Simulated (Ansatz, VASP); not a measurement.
# One calculation of CdTe, two programs

INCAR

```
ALGO = Normal
EDIFF = 1E-6
ENCUT = 520
GGA = PE
ISIF = 2
ISMEAR = 0
LASPH = True
LCHARG = True
LELF = True
LREAL = False
LVHAR = True
LWAVE = False
NBANDS = 16
NELM = 60
PREC = Accurate
SIGMA = 0.05
```

Contents of KPOINTS:

```
k-points
0
Gamma
  8 8 8
```

POSCAR

```
CdTe
1.0
    0.0000000000      2.7998253895      4.1997380842
    2.7998253895      0.0000000000      4.1997380842
    2.7998253895      2.7998253895      0.0000000000
Cd Te
1 1
Direct
    0.0000000000      0.0000000000      0.0000000000
    0.7500000000      0.7500000000      0.7500000000
```

Input for Ansatz:

```yaml
crystal:
  lattice:
    - [0.0, 2.7998253895, 4.1997380842]
    - [2.7998253895, 0.0, 4.1997380842]
    - [2.7998253895, 2.7998253895, 0.0]
  atoms:
    - { symbol: Cd, position: [0.0, 0.0, 0.0] }
    - { symbol: Te, position: [0.75, 0.75, 0.75] }
basis:
  ecutwfc: 420
kpoints:
  mp_grid: { grid: [8, 8, 8] }
hamiltonian:
  xc: pbe
scf:
  occupations: { method: gaussian, width: 0.05 }
output:
  forces: true
  stress: true
  eigenvalues: true
```

Alike in both runs: task single point; functional PBE; k mesh 8 × 8 × 8; occupations gaussian, width 0.05 eV; no spin polarisation.

|  | VASP | Ansatz |
| --- | --- | --- |
| version | VASP 6.6.1 | Ansatz 0.2.0 |
| potentials or method | VASP PAW PBE potentials, release 64 (Cd, Te) | scalar-relativistic, plane waves, PAW |
| plane-wave cutoff (eV) | 520 | 420 |
| valence electrons in the cell | 18 | 36 |

Ansatz gave:

| Item | Value |
| --- | --- |
| gap on the k mesh at the Fermi level (eV) | none |
| pressure (GPa) | 2.1 |
| largest component of the traceless stress (GPa) | 7.90 |

What did VASP give for the same quantities?

gap on the k mesh at the Fermi level (eV): none; pressure (GPa): 2.2; largest component of the traceless stress (GPa): 7.85.

A gap of «none» marks a metal or a gap that the smearing closes. With one functional, cell and mesh, what is left measures potentials, basis and numerics. The two sets of potentials don't hold the same shells in valence.

The runs have no spin-orbit coupling, so splittings on Te are missing.
